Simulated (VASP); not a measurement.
# BAs: relaxed cell and band gap, by functional

BAs, F-43m (no. 216), 2 atoms in the cell.

| Functional | Volume (Å³/atom) | Change from the starting volume (fraction) | Gap, path and mesh (eV) | Time (s) |
|---|---|---|---|---|
| B88 + LYP (libxc) | 14.52 | 0.066 | 1.48 | 30 |
| SOGGA11 (libxc) | 13.58 | -0.003 | 0.78 | 31 |
| APBE (libxc) | 14.08 | 0.033 | 1.27 | 33 |
| PBEint (libxc) | 13.74 | 0.008 | 1.10 | 30 |
| RGE2 (libxc) | 13.78 | 0.011 | 1.09 | 32 |
| HTBS (libxc) | 13.82 | 0.014 | 1.08 | 36 |
| KT2 (libxc) | 13.35 | -0.020 | 1.00 | 33 |
| PBE (libxc) | 13.97 | 0.025 | 1.22 | 33 |

## Input of the first row

INCAR.step1:
```
PREC = Accurate
ENCUT = 600
EDIFF = 1E-7
ISMEAR = 0
SIGMA = 0.02
LREAL = F
LASPH = T
GGA_COMPAT = F
ALGO = Normal
NELM = 150
ISIF = 3
LWAVE = F
LCHARG = F
GGA = LIBXC
LIBXC1 = GGA_X_B88
LIBXC2 = GGA_C_LYP
IBRION = 2
EDIFFG = -0.005
NSW = 60
```

INCAR.step2, as INCAR.step1 but for:
```
- NSW = 60
+ NSW = 40
```

INCAR.step3, as INCAR.step2 but for:
```
- ISIF = 3
- IBRION = 2
- EDIFFG = -0.005
- NSW = 40
+ ISIF = 2
+ NBANDS = 11
```

KPOINTS:
```
k-points
0
Gamma
  7 7 7
```

KPOINTS_OPT:
```
path GXWKGLUWLK,UX
8
line-mode
reciprocal
 0.0000000000  0.0000000000  0.0000000000  G
 0.5000000000  0.0000000000  0.5000000000  X

 0.5000000000  0.0000000000  0.5000000000  X
 0.5000000000  0.2500000000  0.7500000000  W

 0.5000000000  0.2500000000  0.7500000000  W
 0.3750000000  0.3750000000  0.7500000000  K

 0.3750000000  0.3750000000  0.7500000000  K
 0.0000000000  0.0000000000  0.0000000000  G

 0.0000000000  0.0000000000  0.0000000000  G
 0.5000000000  0.5000000000  0.5000000000  L

 0.5000000000  0.5000000000  0.5000000000  L
 0.6250000000  0.2500000000  0.6250000000  U

 0.6250000000  0.2500000000  0.6250000000  U
 0.5000000000  0.2500000000  0.7500000000  W

 0.5000000000  0.2500000000  0.7500000000  W
 0.5000000000  0.5000000000  0.5000000000  L

 0.5000000000  0.5000000000  0.5000000000  L
 0.3750000000  0.3750000000  0.7500000000  K

 0.6250000000  0.2500000000  0.6250000000  U
 0.5000000000  0.0000000000  0.5000000000  X
```

POSCAR.step1:
```
BAs
1.0
    0.0000000000      2.3885000000      2.3885000000
    2.3885000000      0.0000000000      2.3885000000
    2.3885000000      2.3885000000      0.0000000000
As B
1 1
Direct
    0.7500000000      0.7500000000      0.7500000000
    0.0000000000      0.0000000000      0.0000000000
```

Commands (each step's output is kept before the next begins):
```
cat potpaw_PBE.64/As/POTCAR potpaw_PBE.64/B/POTCAR > POTCAR
cp INCAR.step1 INCAR
cp POSCAR.step1 POSCAR
mpirun -np 1 vasp_std > vasp.out
cp CONTCAR POSCAR
rm WAVECAR CHG
cp INCAR.step2 INCAR
mpirun -np 1 vasp_std > vasp.out
cp CONTCAR POSCAR
rm WAVECAR CHG
cp INCAR.step3 INCAR
mpirun -np 1 vasp_std > vasp.out
```

Changes of the last row against the first:
```
(all steps)
- LIBXC1 = GGA_X_B88
- LIBXC2 = GGA_C_LYP
+ LIBXC1 = GGA_X_PBE
+ LIBXC2 = GGA_C_PBE
```

VASP 6.6.1 took 30 s on 1 core (AMD EPYC 9R45 (Zen 5)), a shared host.
